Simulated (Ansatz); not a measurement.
# Coordination and energy in low-dimensional Pt

Level of theory: DFT PBE, scalar-relativistic, plane waves, PAW (Ansatz 0.2.0).

Cutoff 420 eV, Γ-centred meshes of like density (1×1×19 for the 5-atom cell), Gaussian smearing of 0.05 eV, energies at zero smearing and 0 K, each start's symmetry kept, no spin polarisation.

Bulk Pt (Fm-3m) has 12 nearest neighbours at 2.81 Å and a cohesive energy of 5.54 eV against the spin-polarised free atom. These structures stand in vacuum and were relaxed; neighbours count within 1.1 bulk bonds.

```tsv
start	atoms × neighbours	mean bond (Å)	energy over bulk (eV/atom)
[110] wire, 5 host atoms a period	1×5, 2×6, 1×7, 1×8	2.67	1.18
[110] wire, 8 host atoms a period	4×5, 2×8, 2×10	2.70	0.96
```

**Question.** Compare two estimates without free parameters: bonds of fixed strength, and a band energy that grows as the square root of coordination.

**Answer.** With fixed bonds an atom with z neighbours loses E_coh(1 − z/12); in the second-moment picture the band narrows as √z and it loses E_coh(1 − √(z/12)). Averaged over the atoms, in eV:
```csv
start,fixed bonds,square root,computed
"[110] wire, 5 host atoms a period",2.58,1.51,1.18
"[110] wire, 8 host atoms a period",2.31,1.36,0.96
```

The rms misses are 1.38 and 0.36 eV. Fixed bonds overshoot every row: the bonds that remain grow stronger when neighbours are missing, which the square root captures in part, and the bonds shorten by up to 5 %. Even the square root lies above every computed value, since it holds bond lengths fixed and knows nothing of shells, hybridisation or moments.

Spin-orbit coupling is left out, which matters for the bands of heavy elements.

Each run keeps its start's symmetry and one magnetic start, so lower states can exist.

Cost: 2 runs of about 6.1 core-minutes in all, on Intel Xeon 6975P-C (Granite Rapids) (shared hosts).

The thicker wire lies closer to bulk, at 0.96 against 1.18 eV/atom, as expected when a smaller share of its bonding is lost at the surface. Platinum is bound largely by a partly filled, delocalised 5d band, so each neighbour removed costs less than a proportional share of the cohesion. Losing neighbours also relieves the short-range repulsion that balances the band energy, and the remaining bonds can contract. The square-root estimate omits this relief, which probably explains much of its overshoot.

It can't be the whole explanation, however. Both the relief and the contraction should be greater in the thinner wire, yet the square-root estimate misses by more in the thicker one. This suggests that the arrangement of the atoms and the detailed shape of the band matter alongside the neighbour count. The energies support a driving force towards thicker wires or bulk between the structures computed, but with only two wires, the effect of coordination can't be separated from that of cross-sectional shape.
